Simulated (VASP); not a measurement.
# WS2: equation of state with PBEsol

The system is WS2.

```xyz
3
Lattice="1.5790 0.9116 6.1633 -1.5790 0.9116 6.1633 0.0000 -1.8233 6.1633" Properties=species:S:1:pos:R:3 pbc="T T T"
W     0.0000    0.0000    0.0000
S     0.0000    0.0000   10.7427
S     0.0000    0.0000   13.8730
```

Measurements of this composition are mostly on another form, of space group No. 194.

* Program: VASP 6.6.1
* Task: equation of state
* Functional: PBEsol
* Potentials or basis: VASP PAW PBE potentials, release 64 (W_sv, S)
* Cutoff: 520 eV
* k mesh: 10 × 10 × 10
* Occupations: fermi-dirac, width 0.05 eV
* Spin: no spin polarisation
* Ladder: free
* Further INCAR settings: ALGO = Normal; EDIFF = 1e-07; NBANDS = 20

```yaml
Equilibrium_volume: 17.70 Å³/atom
Bulk_modulus_at_fixed_shape_and_positions: 170 GPa
Pressure_derivative_of_the_bulk_modulus: 4.4
```

Energy against volume, from the lowest point:
| volume (Å³/atom) | energy (meV/atom) |
| --- | --- |
| 16.679 | 34.45 |
| 17.034 | 14.06 |
| 17.389 | 2.89 |
| 17.744 | 0.00 |
| 18.099 | 4.55 |
| 18.454 | 15.77 |
| 18.809 | 32.99 |

All runs of the series together: 35 min on 1 thread of Intel(R) Xeon(R) Platinum 8488C (Sapphire Rapids) (shared host).

Caveat: the cell was scaled at fixed shape and fractional positions, which overstates the stiffness of a crystal with free parameters, most of all of layers and chains; the PAW data sets were made with another functional, which shifts forces and pressure a little. The run has no spin-orbit coupling, so splittings on W are missing.
